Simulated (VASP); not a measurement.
**Mg2Ge (strained antifluorite): one PBE single-point calculation in two programs**

```yaml
crystal:
  lattice:
    - [0.00000, 3.31043, 3.31043]
    - [3.31043, 0.00000, 3.31043]
    - [3.31043, 3.31043, 0.00000]
  atoms:
    - { symbol: Ge, position: [0.00000, 0.00000, 0.00000] }
    - { symbol: Mg, position: [0.25000, 0.25000, 0.25000] }
    - { symbol: Mg, position: [0.75000, 0.75000, 0.75000] }
```

The two codes use different PAW datasets and cutoffs. VASP's cell holds 18 valence electrons and Ansatz's 34. Ansatz's stress includes a Pulay correction; VASP's doesn't.

Cutoffs: 520 eV in VASP, 420 eV in Ansatz. k meshes: 8×8×8 and 8×8×8.

```tsv
	VASP	Ansatz
gap between bands v and c	0.23 eV	0.24 eV
least direct gap	0.45 eV	0.46 eV
pressure	-3.9 GPa	-3.8 GPa
```

Band v is the last that the valence electrons fill when counted band by band, and c is the next. Levels in eV from the top of v, Ansatz:

```
point    v−1      v     c   c+1
    Γ   0.00   0.00  0.46  2.61
    X  -1.86  -1.86  0.24  0.33
    K  -3.26  -1.55  0.64  2.86
    L  -0.69  -0.69  0.57  2.64
    W  -3.46  -2.46  2.70  3.39
```

VASP:

```json
{"point": "Γ", "v−1": "0.00", "v": "0.00", "c": "0.45", "c+1": "2.60"}
{"point": "X", "v−1": "-1.86", "v": "-1.86", "c": "0.23", "c+1": "0.32"}
{"point": "K", "v−1": "-3.27", "v": "-1.56", "c": "0.63", "c+1": "2.86"}
{"point": "L", "v−1": "-0.69", "v": "-0.69", "c": "0.56", "c+1": "2.64"}
{"point": "W", "v−1": "-3.47", "v": "-2.46", "c": "2.71", "c+1": "3.38"}
```
